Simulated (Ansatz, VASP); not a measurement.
Given: the input of a run of VASP 6.6.1 on Sn.

INCAR

```
  ALGO = Normal
  EDIFF = 1E-6
  ENCUT = 520
  GGA = PE
  ISIF = 2
  ISMEAR = -1
  LASPH = T
  LCHARG = F
  LREAL = F
  LWAVE = F
  NBANDS = 13
  NELM = 100
  PREC = Accurate
  SIGMA = 0.05
```

The input KPOINTS:

```
k-points
0
Gamma
  11 11 11
```

Contents of POSCAR:

```
Sn
1.0
   -1.7149511408      1.7636302181      2.3226479567
    1.7149511408     -1.7636302181      2.3226479567
    1.7149511408      1.7636302181     -2.3226479567
Sn
1
Direct
    0.0000000000      0.0000000000      0.0000000000
```

Potentials or basis: VASP PAW PBE potentials, release 64 (Sn_d).

The run is started by

```console
$ cat potpaw_PBE.64/Sn_d/POTCAR > POTCAR
$ mpirun -np 1 vasp_std > vasp.out
```

Question: Set up the same calculation for Ansatz 0.2.0. Potentials there: all-electron LAPW, scalar-relativistic.

Answer: As run (the cutoff follows the program's own potentials):

File input.yaml:

```yaml
crystal:
  lattice:
    - [-1.7149511408, 1.7636302181, 2.3226479567]
    - [1.7149511408, -1.7636302181, 2.3226479567]
    - [1.7149511408, 1.7636302181, -2.3226479567]
  atoms:
    - { symbol: Sn, position: [0.0, 0.0, 0.0] }
kpoints:
  mp_grid: { grid: [11, 11, 11] }
scf:
  occupations: { method: fermi_dirac, width: 0.05 }
hamiltonian:
  xc: pbe
  pseudopotentials: { kind: all_electron, lapw: { basis_error: 0.0005 } }
output:
  forces: true
  stress: true
  eigenvalues: true
```

Potentials or basis: all-electron LAPW, scalar-relativistic.

Run with:

```bash
$ ansatz run input.yaml --threads 1 --pin off --max-ram 2560MiB --backend cpu --events-out ev --progress --plain --runs-dir out
```

Both were run:

|  | VASP | Ansatz | Ansatz less VASP |
| --- | --- | --- | --- |
| gap on the k mesh at the Fermi level (eV) | none | none | - |
| pressure (GPa) | -0.1 | -0.1 | +0.04 |
| largest component of the traceless stress (GPa) | 1.05 | 1.05 | 0.000 |

A gap of «none» marks a metal or a gap that the smearing closes. Ansatz ran all-electron here, so the differences hold the error of VASP's frozen core and of both bases.
